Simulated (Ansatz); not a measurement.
Structure relaxation of TePb

Level of theory: Ansatz 0.2.0, DFT PBE, scalar-relativistic, plane waves, PAW. Cutoff 420 eV, Γ-centred k mesh, Gaussian smearing, no spin polarisation in the final step.

The start puts TePb on the CrB structure type (Cmcm, No. 63), with Te in place of Cr, Pb in place of B, at a guessed volume.

```xyz
4
Lattice="2.3661 -6.2429 0.0000 2.3661 6.2429 0.0000 0.0000 0.0000 4.7002" Properties=species:S:1:pos:R:3 pbc="T T T"
Te    2.3661   -4.4200    3.5251
Te    2.3661    4.4200    1.1750
Pb    2.3661   -0.6243    3.5251
Pb    2.3661    0.6243    1.1750
```

Cell and atoms relax at zero pressure; the relaxation can't lower the symmetry of the start. After a coarse first stage the cell is made exact in the group found at 0.06 Å.

The zero of energy is the elements' standard structures at the same level; no fitted shifts are applied.

**Question.** What does it relax into?

**Answer.** It keeps Cmcm (No. 63), but not the shape of the type it started on. Conventional cell: a = 4.580 Å, b = 13.201 Å, c = 4.745 Å. Te is coordinated by 1 Pb at 3.05 Å and 4 Pb at 3.30 Å; around Pb lie 1 Te at 3.05 Å and 4 Te at 3.30 Å.

Space group Cmcm (No. 63). a = 4.580 Å, b = 13.201 Å, c = 4.745 Å, α = 90.00°, β = 90.00°, γ = 90.00°
```csv
atom,site,symmetry,x,y,z
Te,4c,m2m,0.5000,0.6290,0.7500
Pb,4c,m2m,0.5000,0.8597,0.7500
```

**Question.** What are its volume, energy, density and gap?

**Answer.** The volume per atom is 35.9 Å³. The density is 7.8 g/cm³ and the energy over the elements is -0.355 eV/atom. The gap on the 6×6×6 mesh is 0.90 eV.

The final run used a 6×6×6 mesh on its 4-atom cell and 0.02 eV smearing. Weakly bound directions are ill-defined at this level, which has no dispersion term. Spin–orbit coupling is left out. A structure relaxed within its symmetry needn't be a true minimum. The steps took about 4 core-minutes in all.